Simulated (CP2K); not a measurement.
The system is In.

```
In
1.0
     3.26063    0.00000    0.00000
    -1.08688    3.07415    0.00000
    -1.08688   -1.53708    2.66229
In
1
Direct
  0.00000 0.00000 0.00000
```

This isn't the form of In at room conditions, which is tetragonal.

```yaml
Program: CP2K 2026.2
Task: single point
Functional: PBEsol
Potentials_or_basis: POTENTIAL_UZH In GTH-PBE-q13; TZVP-MOLOPT-PBE-GTH basis
Density_cutoff: 6123 eV
k_mesh: 10 × 10 × 10
Occupations: fermi-dirac, width 0.05 eV
Spin: no spin polarisation
```

On this cell: pressure -1.0 GPa; band gap on the k mesh none (metal or under the smearing width).

The same run follows on a disturbed copy (cell strained at random at fixed volume):

```
In
1.0
     3.25696    0.00000    0.00000
    -1.00721    3.12153    0.00000
    -1.14001   -1.66125    2.62484
In
1
Direct
  0.99990 0.99783 0.00147
```

Problem. What does the disturbed cell give?

Solution. The energy (extrapolated to zero smearing) moves by +1.5 meV/atom; pressure -0.9 GPa; band gap on the k mesh none (metal or under the smearing width).

Stress tensor (GPa, compression positive):
```
-0.69 -0.18  0.15
-0.18 -1.29  0.71
 0.15  0.71 -0.83
```

Caveats: the potentials were made for another functional, which shifts forces and pressure; the basis of atomic orbitals isn't converged, which shifts pressures, moduli and gaps.
